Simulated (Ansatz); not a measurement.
Runs of Ansatz 0.2.0 on MnO2. The structure is trigonal, space group R-3m (No. 166). Conventional cell: a = 2.857 Å, b = 2.857 Å, c = 13.752 Å, α = 90.00°, β = 90.00°, γ = 120.00°. Around Mn (site symmetry -3m) lie 6 O at 1.90 Å. O (site symmetry 3m) is surrounded by 3 Mn at 1.90 Å. Measurements of this composition are mostly on another form, of space group No. 136.

```csv
level,U,hubbard projectors,double counting,gap on the mesh (eV),pressure (GPa),moment (μB),relaxed volume (Å³/atom)
PBEsol+U,Mn d U = 8 eV,ortho-atomic (the default),fll (the default),0.19,0.0,3.00,11.71
PBEsol+U,Mn d U = 2 eV,ortho-atomic (the default),fll (the default),1.92,0.0,3.00,11.55
PBEsol+U,Mn d U = 6 eV,ortho-atomic (the default),fll (the default),1.14,0.0,3.00,(a)
PBEsol,-,-,-,(c),0.0,3.00,(b)
PBEsol+U,Mn d U = 3 eV,ortho-atomic (the default),fll (the default),1.97,0.0,3.00,11.58
```

Alike in all rows: task relaxation of cell and atoms; potentials or basis Ansatz PAW; spin collinear, ferromagnetic start; cell relaxed; k mesh 11 × 11 × 11; cutoff (eV) 420; smearing fermi-dirac 0.05 eV.

Task: Estimate the missing entries.

Result: (a) 11.65; (b) 11.51; (c) 0.77.

Caveats: odd divisions of the mesh miss points on the zone boundary, where band edges often lie, so the gap on the mesh can be too wide; the plane-wave basis is chosen anew once the cell has moved, so the energies of steps on either side of that aren't comparable; a cell with one magnetic atom can't hold antiferromagnetic order, which such compounds often take; the PAW data sets come from PBE, with cores solved anew for the run's functional, which leaves a small shift of forces and pressure; the magnetic or orbital state may not be the lowest (some runs).

A k mesh can miss the band edges.
